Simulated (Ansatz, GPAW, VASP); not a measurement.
# Au: programs and potentials compared

```xyz
1
Lattice="0.0000 2.0350 2.0350 2.0350 0.0000 2.0350 2.0350 2.0350 0.0000" Properties=species:S:1:pos:R:3 pbc="T T T"
Au    0.0000    0.0000    0.0000
```

Alike in all runs: task single point; functional PBE; k mesh 11 × 11 × 11; occupations gaussian, width 0.023 eV; no spin polarisation; no spin-orbit coupling. Pressure is positive in compression and, in plane waves, holds the error of the finite cutoff.

```tsv
program and potentials	plane-wave cutoff (eV)	notes	pressure (GPa)
Ansatz, all-electron LAPW, scalar-relativistic	-	-	10.81
VASP, PBE PAW files Au, 520 eV	520	-	10.51
GPAW, GPAW PAW data sets (gpaw-data 1.2.1)	600	-	13.36
```

The pressure spans 10.51 (VASP, PBE PAW files Au, 520 eV) to 13.36 GPa (GPAW, GPAW PAW data sets (gpaw-data 1.2.1)), with all-electron results at 10.81. The cell lies far from this level's equilibrium.

Differences between rows come from potentials, basis sets and numerical settings, since the functional is the same but for its coding. Runs on potential files found faulty are left out.

All three runs find the gold cell compressed, and the VASP pressure of 10.51 GPa lies close to the all-electron 10.81 GPa, while GPAW stands apart at 13.36 GPa. The shared sign reflects the functional more than any real stress in the metal: the cell is close to the experimental one, whereas PBE is known to underbind the late 5d metals and to prefer a longer lattice constant. Its gradient correction probably weakens the cohesion from the 6s electrons and their mixing with the 5d shell, so that the repulsion between nearly full d shells is balanced only at a larger volume. Gold's stiffness then turns a modest mismatch in length into a pressure of this size. The GPAW excess is unlikely to be mainly a missing-basis effect, which normally lowers the computed pressure, so the data set or the numerical evaluation of the stress is the likelier source. A pressure at one volume fixes neither the equilibrium lattice constant nor the bulk modulus, so the offset can't be assigned to either.
